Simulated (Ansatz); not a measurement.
# Turning moments in Fe (Fmmm)

```
Fe
1.0
     0.00000   -1.94174    1.96511
     0.00000    1.94174    1.96511
    -2.99688    0.00000    0.00000
Fe
2
Direct
  0.00000 0.00000 0.00000
  0.50000 0.50000 0.50000
```

The geometry is a structure from the Materials Project, repeated to hold the magnetic orders, held fixed and not relaxed.

The runs share PBE, 9×9×9 k mesh, Fermi–Dirac smearing of 0.1 eV. PAW means Ansatz 0.2.0 on its default frozen-core files; LAPW is all-electron LAPW in Ansatz 0.2.0. Site moments are integrated in spheres about the atoms, whose radii differ between the methods. Start moments of the first PAW run (μB): Fe1 2.2, Fe2 2.2.

The runs use spinors without spin–orbit coupling. In the held states a penalty keeps the direction of every atom that starts with a moment, the untilted ones along z, with sizes free, and the energy is taken at the target. Energies count from the run that starts parallel.

| state | ΔF PAW (meV/atom) | ΔF LAPW (meV/atom) | largest moment, PAW (μB) | size of M, PAW (μB/cell) | directions kept |
| --- | --- | --- | --- | --- | --- |
| parallel moments on spinors | 0.0 | 0.0 | 2.23 | 4.38 | yes |
| Fe2 tilted by 20° from z and held | +5.5 | +5.4 | 2.25 | 4.35 | yes |
| Fe2 tilted by 50° from z and held | ? | – | 2.29 | 4.07 | yes |
| Fe2 tilted by 90° from z and held | +169.0 | – | 2.19 | ? | yes |
| Fe2 tilted by 130° from z and held | +311.2 | +311.5 | 1.92 | 1.58 | yes |
| Fe2 tilted by 160° from z and held | +369.1 | – | 1.58 | 0.53 | yes |
| start Fe1↑ Fe2↓ on spinors | +378.7 | +380.3 | 1.52 | 0.00 | yes |

Task: Fill in "ΔF PAW (meV/atom)" for the row "Fe2 tilted by 50° from z and held".

Result: +45.5.

Task: Fill in "size of M, PAW (μB/cell)" for the row "Fe2 tilted by 90° from z and held".

Result: 3.04.

Task: Fit ΔF(θ) = A(1 − cos θ) + B sin²θ to the PAW points, the reversed state at 180° included. How well does a Heisenberg model do?

Result: A = +192.1 and B = -23.5 meV/atom, with a worst miss of 9.4 meV/atom. B is small beside A, so bilinear exchange describes the turn well.

For the state «Fe2 tilted by 160° from z and held», by PAW: Site moments (μB): Fe1 (-0.01, 0.00, 1.58); Fe2 (0.54, 0.00, -1.49). Cell moment 0.53 μB.

The Ansatz runs typed with the search for lower states off end where their start leads. These are results for the start and cell typed. The real compound can order otherwise, in a larger cell, or not at all, since semilocal functionals at zero temperature often overstate magnetism.
